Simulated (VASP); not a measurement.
Here is a VASP 6.6.1 calculation.

File INCAR:

```
ALGO = Fast
EDIFF = 1E-8
ENCUT = 600
GGA = CA
ISIF = 2
ISMEAR = 0
LASPH = True
LCHARG = False
LEPSILON = True
LREAL = False
LWAVE = False
NELM = 80
PREC = Accurate
SIGMA = 0.03
```

KPOINTS

```
k-points
0
Monkhorst-Pack
  14 14 14
```

POSCAR

```
CdS                                     
1.0
    0.0000000000      2.8855048501      2.8855048501
    2.8855048501      0.0000000000      2.8855048501
    2.8855048501      2.8855048501      0.0000000000
  Cd              S             
     1     1
Direct
     0.0000000000000000    0.0000000000000000    0.0000000000000000
     0.2500000000000000    0.2500000000000000    0.2500000000000000
```

Potentials or basis: VASP PAW LDA potentials, release 64 (Cd, S).

Command:

```console
$ cat potpaw_LDA.64/Cd/POTCAR potpaw_LDA.64/S/POTCAR > POTCAR
$ mpirun -np 1 vasp_std > vasp.out
```

Predict the electronic dielectric tensor (diagonal).

6.56.

What does it give for the Born charges (mean of the diagonal)?

Cd +2.14; S -2.14 e.

Electronic dielectric tensor:
```
6.56 0.00 0.00
0.00 6.56 0.00
0.00 0.00 6.56
```
